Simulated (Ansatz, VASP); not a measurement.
**Ge4H3 (Ge wire along [110], 16 atoms a period, H-terminated) in two plane-wave programs**

Wanted: the spread between two codes on one cell, functional and k mesh. The structure shown is the start of the Ansatz relaxation below; VASP solves that cell, so the two are compared at the walk's first step.

Method: plane waves, with VASP 6.6.1 beside it; single point at PBE, in Ansatz 0.2.0.

**1. The starting structure**

The cell holds 28 atoms: 16 Ge and 12 H. Cell: a = 18.681 Å, b = 17.493 Å, c = 4.073 Å, α = 90.0°, β = 90.0°, γ = 90.0°. Vacuum lies along a and b. The structure's axis is c.

**2. Ansatz: relaxation, PBE**

Ansatz runs on its PAW soft_1 files.

The two programs are compared at the cell with which this relaxation starts, whose forces are those of its first step.

File input.yaml:

```yaml
crystal:
  lattice:
    - [18.681, 0.0, 0.0]
    - [0.0, 17.493, 0.0]
    - [0.0, 0.0, 4.0729350596]
  atoms:
    - { symbol: Ge, position: [0.384383407, 0.383593563, 0.0] }
    - { symbol: H, position: [0.413254108, 0.805655945, 0.0] }
    - { symbol: Ge, position: [0.461467075, 0.267177423, 0.0] }
    - { symbol: Ge, position: [0.461467075, 0.500009703, 0.0] }
    - { symbol: Ge, position: [0.692718078, 0.383593563, 0.0] }
    - { symbol: H, position: [0.740931044, 0.310779599, 0.0] }
    - { symbol: Ge, position: [0.769801746, 0.500009703, 0.0] }
    - { symbol: H, position: [0.182003105, 0.500009703, 0.187268604] }
    - { symbol: H, position: [0.818014712, 0.500009703, 0.312731396] }
    - { symbol: Ge, position: [0.230216071, 0.500009703, 0.5] }
    - { symbol: H, position: [0.259086773, 0.310779599, 0.5] }
    - { symbol: H, position: [0.259086773, 0.689239806, 0.5] }
    - { symbol: Ge, position: [0.307299739, 0.383593563, 0.5] }
    - { symbol: Ge, position: [0.307299739, 0.616425842, 0.5] }
    - { symbol: Ge, position: [0.538550742, 0.267177423, 0.5] }
    - { symbol: Ge, position: [0.538550742, 0.732841982, 0.5] }
    - { symbol: Ge, position: [0.538550742, 0.500009703, 0.5] }
    - { symbol: H, position: [0.586763709, 0.19436346, 0.5] }
    - { symbol: H, position: [0.586763709, 0.805655945, 0.5] }
    - { symbol: Ge, position: [0.61563441, 0.383593563, 0.5] }
    - { symbol: Ge, position: [0.61563441, 0.616425842, 0.5] }
    - { symbol: H, position: [0.818014712, 0.500009703, 0.687268604] }
    - { symbol: H, position: [0.182003105, 0.500009703, 0.812731396] }
    - { symbol: Ge, position: [0.384383407, 0.616425842, 0.0] }
    - { symbol: H, position: [0.413254108, 0.19436346, 0.0] }
    - { symbol: Ge, position: [0.461467075, 0.732841982, 0.0] }
    - { symbol: Ge, position: [0.692718078, 0.616425842, 0.0] }
    - { symbol: H, position: [0.740931044, 0.689239806, 0.0] }
kpoints:
  mp_grid: { grid: [1, 1, 20] }
scf:
  occupations: { method: fermi_dirac, width: 0.05 }
hamiltonian:
  xc: pbe
  pseudopotentials: { kind: paw, azcp: { folder: soft_1 } }
relax:
  cell: { fix: [a, b, alpha, beta, gamma] }
  max_steps: 45
  f_tol: 0.03
```

On the command line:

```
> ansatz run input.yaml --threads 4 --pin off --max-ram 16384MiB --backend cpu --events-out ev --progress --plain --runs-dir out
```

Numbers of over 12 decimals in the logs are rounded to 6 here.

Log:

```text
Engine: ansatz 0.2.0, aarch64-unknown-linux-gnu
Pseudopotentials: kind: paw
Pseudopotential: Ge, paw, valence charge 14, recommended cutoff 420 eV (normal), soft_1/Ge.paw.azcp
Pseudopotential: H, paw, valence charge 1, recommended cutoff 420 eV (normal), soft_1/H.paw.azcp
Functional definition: PBE
  parameter kappa = 0.804
  parameter beta = 0.066725
  exchange = pbe_x(kappa = kappa, mu = beta*pi^2/3)
  correlation = pbe_c(beta = beta)
Crystal: 28 atoms, lattice volume = 1330.981 Å³
Basis set: ecut = 420 eV, 25953 PW (Γ), exchange–correlation on 250×240×60 points (8 copies of the dense FFT grid, shifted against one another)
Bands: 146, of which v1, the nominal top of the filled ones, is band 118 counted from 1 (117 counted from 0)
Symmetry: 8 space group operations
Space group: Pmma (ITA 51), of the structure as read, at distance tolerance 1.1e-4 Å
k-points: 11 of 20
Non-local potential: Ge, projectors of the file, l = 0: 2, l = 1: 2, l = 2: 3, l = 3: 1
Non-local potential: H, projectors of the file, l = 0: 2, l = 1: 1
PAW form: soft (Blöchl's): semilocal exchange-correlation on the pseudo side does not see the compensation charge
PAW one-centre angular grid: Ge, 590 points (default); XC on 64 Gauss nodes
PAW one-centre angular grid: H, 110 points (default); XC on 64 Gauss nodes
Initial density: superposition of atomic densities (neutral atoms: chi_scale 0, normalization atom)
Initial wavefunctions: pseudopotential atomic-orbital guess
Functional: x = pbe(κ = 0.804, μ = 0.219515), c = pbe(β = 0.066725)
SCF iter   1: F=—  HF=-68910.160852 eV  |F-HF|=—  |Δ(HF+E_count)|=         —  Δρ=3.19e-2  dr2=1.15e1  ethr=3.10e-3  ⟨swp⟩=6.7  Hψ=6390  notcnv=0  defer=32
preconditioner: auto → Resta (q_TF=auto, 2.045 Å⁻¹)  ε∞=1.5  [insulator: Δε(μ)=1.389 eV  Ē_g=21.802 eV  σ=0.050 eV  W_gap=1.00  n_scr=196 (ndim 8)  ℏωp=15.6 eV  f_vac=0.587  D(μ)=0.00/eV (n_scr^D=0)  ε∞_Penn≈1.5  vacuum switching on, ρ_ref=3.4e-2 e/Å³]
SCF iter   2: F=—  HF=-68907.686057 eV  |F-HF|=—  |Δ(HF+E_count)|=    2.47e0  Δρ=1.39e-2  dr2=2.63e0  ethr=3.10e-3  ⟨swp⟩=3.0  Hψ=2299  notcnv=0  defer=215
SCF iter   3: F=—  HF=-68907.784699 eV  |F-HF|=—  |Δ(HF+E_count)|=   9.86e-2  Δρ=5.74e-3  dr2=3.94e0  ethr=1.12e-3  ⟨swp⟩=3.9  Hψ=3058  notcnv=0  defer=209
SCF iter   4: F=—  HF=-68907.110598 eV  |F-HF|=—  |Δ(HF+E_count)|=   6.74e-1  Δρ=1.61e-3  dr2=3.49e-2  ethr=1.12e-3  ⟨swp⟩=3.5  Hψ=2533  notcnv=0  defer=202
SCF iter   5: F=—  HF=-68907.113944 eV  |F-HF|=—  |Δ(HF+E_count)|=   3.35e-3  Δρ=6.48e-4  dr2=5.68e-3  ethr=1.48e-5  ⟨swp⟩=2.2  Hψ=2043  notcnv=0  defer=205
SCF iter   6: F=—  HF=-68907.114951 eV  |F-HF|=—  |Δ(HF+E_count)|=   1.01e-3  Δρ=2.31e-4  dr2=2.27e-3  ethr=2.41e-6  ⟨swp⟩=2.0  Hψ=1752  notcnv=0  defer=205
SCF iter   7: F=—  HF=-68907.114775 eV  |F-HF|=—  |Δ(HF+E_count)|=   1.76e-4  Δρ=8.51e-5  dr2=1.01e-4  ethr=9.61e-7  ⟨swp⟩=2.0  Hψ=1667  notcnv=0  defer=205
SCF iter   8: F=—  HF=-68907.114816 eV  |F-HF|=—  |Δ(HF+E_count)|=   4.16e-5  Δρ=2.97e-5  dr2=7.94e-6  ethr=4.26e-8  ⟨swp⟩=2.0  Hψ=2694  notcnv=0  defer=205
SCF iter   9: F=—  HF=-68907.114839 eV  |F-HF|=—  |Δ(HF+E_count)|=   2.31e-5  Δρ=1.02e-5  dr2=1.02e-6  ethr=3.37e-9  ⟨swp⟩=2.5  Hψ=2409  notcnv=0  defer=205
SCF iter  10: F=—  HF=-68907.114841 eV  |F-HF|=—  |Δ(HF+E_count)|=   1.40e-6  Δρ=2.53e-6  dr2=1.01e-7  ethr=4.31e-10  ⟨swp⟩=2.0  Hψ=2646  notcnv=0  defer=205
SCF iter  11: F=-68907.114841 eV  HF=-68907.114841 eV  |F-HF|=2.40e-9  |Δ(HF+E_count)|=   3.05e-8  Δρ=6.59e-7  dr2=4.00e-9  ethr=4.24e-11  ⟨swp⟩=4.0  Hψ=4596  notcnv=0
SCF 1 converged in 11 iterations: F = -68907.114841 eV  dr2 = 4.00e-9
  greatest PAW one-centre occupation: 0.998 electrons in one spin orbital (limit 2), on the Ge atom at site 9 (counted from 0), in its partial waves of l = 2
relax step   1: F+E_penalty+E_count = -68907.11484080 eV  Δ(F+E_penalty+E_count) = +0.000e0 eV  max|allowed force component| = 3.321e-1 eV/Å  Δτ_max = 0.0000 Å  P = -0.334 GPa  Ω = 1330.981 Å³  fix = [a, b, alpha, beta, gamma]  reactions: a -0.515, b -0.569 GPa  (11 SCF iters, dr2 threshold 1.00e-7 eV, accepted)
[...]
relax step   4: F+E_penalty+E_count = -68907.24143016 eV  Δ(F+E_penalty+E_count) = -1.516e-3 eV  max|allowed force component| = 1.136e-2 eV/Å  Δτ_max = 0.0045 Å  P = -0.011 GPa  Ω = 1346.264 Å³  energy of the carried Pulay correction = -2.131e-3 eV  fix = [a, b, alpha, beta, gamma]  reactions: a -0.012, b -0.008 GPa  (6 SCF iters, dr2 threshold 1.39e-7 eV, accepted)
[...]
relax step   5: F+E_penalty+E_count = -68907.24375610 eV  Δ(F+E_penalty+E_count) = -2.326e-3 eV  max|allowed force component| = 1.170e-2 eV/Å  Δτ_max = 0.0000 Å  P = -0.010 GPa  Ω = 1346.264 Å³  fix = [a, b, alpha, beta, gamma]  reactions: a -0.011, b -0.007 GPa  stress off target by 1.02e-2 GPa on what of the cell is left free  SCF on the basis re-selected at this cell (its energy is not comparable with the rows above)  (8 SCF iters)
basis re-selected at this cell: Δ(F+E_penalty+E_count) = -2.326e-3 eV, ΔP = +0.002 GPa vs the last step (what re-selecting the basis moved, of the pressure what is left beyond the Pulay correction that the steps carried, after the strain that the cell walked since its last selection, with what the two solves' SCF thresholds leave and, on support functions, any second-order correction that the steps lacked; it is no m [...]
SCF converged after 8 iterations
Free energy (F): -68907.243756 eV
Harris-Foulkes:  -68907.243756 eV  (|F-HF|=3.32e-9)
Internal energy: -68907.243756 eV  (E = F + TS)
E sigma→0 (E₀):  -68907.243756 eV
Entropy (-TS):   -0.000000 eV (-0.000 meV/atom)
Fermi energy:    -0.557203 eV
--- Per-component energies (eV) ---
  E_band       = -4499.864466
  E_kinetic    = 1631.614536
  E_local      = -149037.529873  (includes V_loc(G=0)·N_el)
  E_nonlocal   = 3498.518463
  E_hartree    = 72632.421347
  E_xc         = -1242.612443
  E_vxc        = -1165.461593  (∫ρ·V_xc dr)
  E_paw        = -32231.078524  (= ΣΔE_a)
  E_vpaw       = -4691.836225  (= ΣTr[D̂ρ^β])
  E_aug_tail   = -0.010881  (compensation charges beyond the density's cutoff)
  E_ewald      = 35841.433619
  E_smearing   = -0.000000  (= −TS)
  E_closure    = -0.000000  (closes the sum)
  Σ components = -68907.243756   (vs F -68907.243756, Δ=0.00e0)
--- Forces (eV/Å), atoms counted from 1 ---
  atom   1  Ge     0.00098032    -0.00565461     0.00000000
  atom   2  H      0.00254475    -0.00145313     0.00000000
  atom   3  Ge    -0.00140283     0.00124789     0.00000000
  atom   4  Ge    -0.00424211     0.00000000     0.00000000
  atom   5  Ge     0.00214688    -0.00064495     0.00000000
  atom   6  H      0.00061365     0.00543608     0.00000000
  atom   7  Ge     0.00012174     0.00000000     0.00000000
  atom   8  H      0.00514464     0.00000000     0.01169538
  atom   9  H     -0.00514464     0.00000000    -0.01169538
  atom  10  Ge    -0.00012174     0.00000000     0.00000000
  atom  11  H     -0.00061365     0.00543608     0.00000000
  atom  12  H     -0.00061365    -0.00543608     0.00000000
  atom  13  Ge    -0.00214688    -0.00064495     0.00000000
  atom  14  Ge    -0.00214688     0.00064495     0.00000000
  atom  15  Ge     0.00140283     0.00124789     0.00000000
  atom  16  Ge     0.00140283    -0.00124789     0.00000000
  atom  17  Ge     0.00424211     0.00000000     0.00000000
  atom  18  H     -0.00254475     0.00145313     0.00000000
  atom  19  H     -0.00254475    -0.00145313     0.00000000
  atom  20  Ge    -0.00098032    -0.00565461     0.00000000
  atom  21  Ge    -0.00098032     0.00565461     0.00000000
  atom  22  H     -0.00514464     0.00000000     0.01169538
  atom  23  H      0.00514464    -0.00000000    -0.01169538
  atom  24  Ge     0.00098032     0.00565461     0.00000000
  atom  25  H      0.00254475     0.00145313     0.00000000
  atom  26  Ge    -0.00140283    -0.00124789     0.00000000
  atom  27  Ge     0.00214688     0.00064495     0.00000000
  atom  28  H      0.00061365    -0.00543608     0.00000000
  max |Σ_I F_I| component: 9.76e-19 eV/Å
--- Stress (GPa, compression-positive) ---
       -0.011137       0.000000       0.000000
        0.000000      -0.007217       0.000000
        0.000000       0.000000      -0.010247
  P = ⅓ Tr σ = -0.0095 GPa (-0.095 kbar)
--- Relaxed structure (4 steps of the walk, 4 accepted, 1 SCFs on fresh bases) ---
  F+E_penalty+E_count = -68907.24375610 eV   max|allowed force component| = 1.170e-2 eV/Å   (the final SCF, on the basis selected at the relaxed cell)
  cell:  # Å, volume = 1346.2636 Å³
    - [18.681, 0.0, 0.0]
    - [0.0, 17.493, 0.0]
    - [0.0, 0.0, 4.119701]
  atoms:
    - { symbol: Ge, position: [0.385358, 0.384309, -1.2359135923271807e-19] }
    - { symbol: H, position: [0.414627, 0.802191, -1.2359135923271807e-19] }
    - { symbol: Ge, position: [0.463121, 0.270237, -1.2359135923271807e-19] }
    - { symbol: Ge, position: [0.462034, 0.500010, -1.2359135923271807e-19] }
    - { symbol: Ge, position: [0.689403, 0.385964, -1.2359135923271807e-19] }
    - { symbol: H, position: [0.737099, 0.312935, -1.2359135923271807e-19] }
    - { symbol: Ge, position: [0.766113, 0.500010, -1.2359135923271807e-19] }
    - { symbol: H, position: [0.184059, 0.500010, 0.202158] }
    - { symbol: H, position: [0.815959, 0.500010, 0.297842] }
    - { symbol: Ge, position: [0.233905, 0.500010, 0.5] }
    - { symbol: H, position: [0.262919, 0.312935, 0.5] }
    - { symbol: H, position: [0.262919, 0.687084, 0.5] }
    - { symbol: Ge, position: [0.310614, 0.385964, 0.5] }
    - { symbol: Ge, position: [0.310614, 0.614056, 0.5] }
    - { symbol: Ge, position: [0.536897, 0.270237, 0.5] }
    - { symbol: Ge, position: [0.536897, 0.729782, 0.5] }
    - { symbol: Ge, position: [0.537984, 0.500010, 0.5] }
    - { symbol: H, position: [0.585391, 0.197828, 0.5] }
    - { symbol: H, position: [0.585391, 0.802191, 0.5] }
    - { symbol: Ge, position: [0.614660, 0.384309, 0.5] }
    - { symbol: Ge, position: [0.614660, 0.615711, 0.5] }
    - { symbol: H, position: [0.815959, 0.500010, 0.702158] }
    - { symbol: H, position: [0.184059, 0.500010, 0.797842] }
    - { symbol: Ge, position: [0.385358, 0.615711, -1.2359135923271807e-19] }
    - { symbol: H, position: [0.414627, 0.197828, -1.2359135923271807e-19] }
    - { symbol: Ge, position: [0.463121, 0.729782, -1.2359135923271807e-19] }
    - { symbol: Ge, position: [0.689403, 0.614056, -1.2359135923271807e-19] }
    - { symbol: H, position: [0.737099, 0.687084, -1.2359135923271807e-19] }
```

The column dr2 measures how far the density is from self-consistency, as an energy; F and HF (Harris–Foulkes) agree once it is small.

(Part 1 of 2 ends here.)

[Lines on the potential files, build, host, timing and source positions are cut from VASP's logs without a mark.]

[Logs are printed without paths, hosts, clocks, repeated set-up lines and the standing remarks that a program may print on its own settings, such as how far it seeks lower states.]

[Hosts, paths, dates, database ids (printed as entryN), source tags and the programs' standing remarks are cut or masked in the printed files.]
